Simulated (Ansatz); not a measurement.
# Li: the cost of one run

Computed with Ansatz 0.2.0 (DFT PBE, scalar-relativistic, plane waves, PAW, unless a step's input says otherwise).

### 1 The structure to begin with

The structure is trigonal, space group R-3m (No. 166). Conventional cell: a = 7.062 Å, b = 7.062 Å, c = 18.066 Å, α = 90.00°, β = 90.00°, γ = 120.00°. Li (site symmetry m) has 6 Li at 2.40 to 2.59 Å as nearest neighbours. Li (site symmetry m) has 7 Li at 2.56 to 2.89 Å as nearest neighbours.

Structure file:

```
Li
1.0
     3.53114    2.03870    6.02201
    -3.53114    2.03870    6.02201
     0.00000   -4.07741    6.02201
Li
12
Direct
  0.01019 0.65361 0.01019
  0.01019 0.01019 0.65361
  0.65361 0.01019 0.01019
  0.98981 0.34639 0.98981
  0.34639 0.98981 0.98981
  0.98981 0.98981 0.34639
  0.22118 0.63060 0.22118
  0.22118 0.22118 0.63060
  0.63060 0.22118 0.22118
  0.77882 0.36940 0.77882
  0.36940 0.77882 0.77882
  0.77882 0.77882 0.36940
```

This is candidate A: alpha-boron type (R-3m, No. 166).

(A quick probe on a coarse mesh, which set the mesh and smearing, is not shown.)

### 3 A loose first relaxation (candidate A)

The input, input.yaml:

```yaml
crystal:
  lattice:
    - [3.5311384619, 2.0387037416, 6.022011167]
    - [-3.5311384619, 2.0387037416, 6.022011167]
    - [0.0, -4.077407483, 6.022011167]
  atoms:
    - { symbol: Li, position: [0.01019, 0.65361, 0.01019] }
    - { symbol: Li, position: [0.01019, 0.01019, 0.65361] }
    - { symbol: Li, position: [0.65361, 0.01019, 0.01019] }
    - { symbol: Li, position: [0.98981, 0.34639, 0.98981] }
    - { symbol: Li, position: [0.34639, 0.98981, 0.98981] }
    - { symbol: Li, position: [0.98981, 0.98981, 0.34639] }
    - { symbol: Li, position: [0.22118, 0.6306, 0.22118] }
    - { symbol: Li, position: [0.22118, 0.22118, 0.6306] }
    - { symbol: Li, position: [0.6306, 0.22118, 0.22118] }
    - { symbol: Li, position: [0.77882, 0.3694, 0.77882] }
    - { symbol: Li, position: [0.3694, 0.77882, 0.77882] }
    - { symbol: Li, position: [0.77882, 0.77882, 0.3694] }
basis:
  ecutwfc: 420
kpoints:
  mp_grid: { grid: [3, 3, 3] }
hamiltonian:
  xc: pbe
scf:
  occupations: { method: gaussian, width: 0.1 }
  lower_state_search: "off"
output:
  forces: true
  stress: true
  eigenvalues: true
relax:
  adjacent_minimum: "off"
  f_tol: 0.04
  max_steps: 70
  cell: { stress_tol: 0.4 }
```

What time and memory should one allow on 1 thread of an x86-64 CPU, shared host?

About 15 s, with a peak of 0.52 GiB.
